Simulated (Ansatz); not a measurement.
PbF2 (fluorite structure), explained

**The experiment.** The Crystallography Open Database holds a cell as deposited of cubic PbF2 (space group Fm-3m), temperature not stated (2011, doi:10.1127/0935-1221/2011/0023-2136): a = 5.931 Å, 17.38 Å³/atom.

Computed with Ansatz (plane waves, PAW, 420 eV cutoff): PBE, scalar-relativistic, no spin polarisation, 10×10×10 k-mesh, Gaussian smearing of 0.05 eV. The datasets are Ansatz's generated set soft_2.

The start was a prototype's sites filled with these elements; the Crystallography Open Database holds the compound in this structure.

The relaxed structure (symmetry read at 0.01 Å). The structure is cubic, space group Fm-3m (No. 225). The conventional cell has a = 6.001 Å, b = 6.001 Å, c = 6.001 Å, α = 90.00°, β = 90.00°, γ = 90.00°. Around Pb (site symmetry m-3m) lie 8 F at 2.60 Å. Around F (site symmetry -43m) lie 4 Pb at 2.60 Å. (Shells end 15 % past the nearest neighbour.)

Results at this level of theory:

- Volume: 18.01 Å³/atom
- Band gap: 4.42 eV
- Smallest direct gap: 4.56 eV
- Bader charges: Pb 1.58; F -0.79 e
- Formation energy from the elements (0 K, uncorrected): -2.37 eV/atom
- Bulk modulus (Birch–Murnaghan): 67 GPa
- Pressure derivative B0′: 4.8
- Shear modulus (Hill): 23 GPa
- Young's modulus: 61 GPa
- Poisson's ratio: 0.35
- Elastically stable: yes

Question: What kind of gap is it?

Answer: It is indirect: 4.42 eV, against 4.56 eV for the smallest direct gap. Within 0.6 eV of the edges the projected states are 70 % F 2p at the top of the valence band and 85 % Pb 6p at the bottom of the conduction band. The valence edge mixes anion p with metal states, so the bond is partly covalent and the gap isn't a plain transfer from F to Pb.

Shannon's ionic radii give a check on the bond lengths: Pb²⁺ with 8 neighbours 1.29 Å + F⁻ 1.31 Å = 2.60 Å against a computed mean of 2.60 Å. Sums and bonds agree within 3 %, so ion sizes set the bond lengths.

Bader charges against formal ones: Pb +1.58 (+2), F −0.79 (−1). The cations give up 79 % of the formal charge; Bader charges stay under formal ones because the anions' density reaches into the cations' basins.

Question: How stiff is it, in energy terms?

Answer: B0·V0 = 66.5 GPa × 18.01 Å³ = 7.48 eV/atom sets the scale: near the minimum ΔE ≈ ½ B0 V0 x², with x = V/V0 − 1, and a pressure of 0.7 GPa squeezes the volume by about 1 %. At the ends of the curve: x = −5.5 % predicts 11.3 meV/atom and the run gives 12.6; x = +10.0 % predicts 37.4 meV/atom and the run gives 31.1. Compression costs more and expansion less than the parabola says, since the crystal stiffens as it shrinks; B0′ measures that.

Question: Which Debye temperature follows from the elastic moduli?

Answer: K = 67 GPa and G = 23 GPa (Hill). With a density of 7.537 g/cm³ (mean mass 81.7 u, 18.01 Å³/atom), K = 66.6 and G = 22.61 GPa from the unrounded constants, v_l = √((K + 4G/3)/ρ) = 3580 m/s and v_t = √(G/ρ) = 1730 m/s. The mean [(1/v_l³ + 2/v_t³)/3]^(−1/3) is 1950 m/s, and θ_D = (ħ/k_B)(6π²/V)^(1/3) v_m ≈ 220 K, with V the volume an atom.

**Against experiment.** PBE gives 6.001 Å and 18.01 Å³/atom, +3.6 % in volume (+1.2 % in length) from the database's cell. PBE usually overestimates volumes by a few per cent. The static lattice also lacks zero-point motion and thermal expansion, roughly 1.0 to 2.6 % in volume at 300 K (room temperature assumed) by Grüneisen's rule, γ·3k_BT/(B0·V0) with γ of 1 to 2.5, so its own overestimate is larger than the figure. Spin–orbit coupling, left out, also moves the volume of such heavy elements' compounds.

Semilocal functionals underestimate band gaps, commonly by a third or more. Spin–orbit coupling, which matters for such heavy elements, is left out.
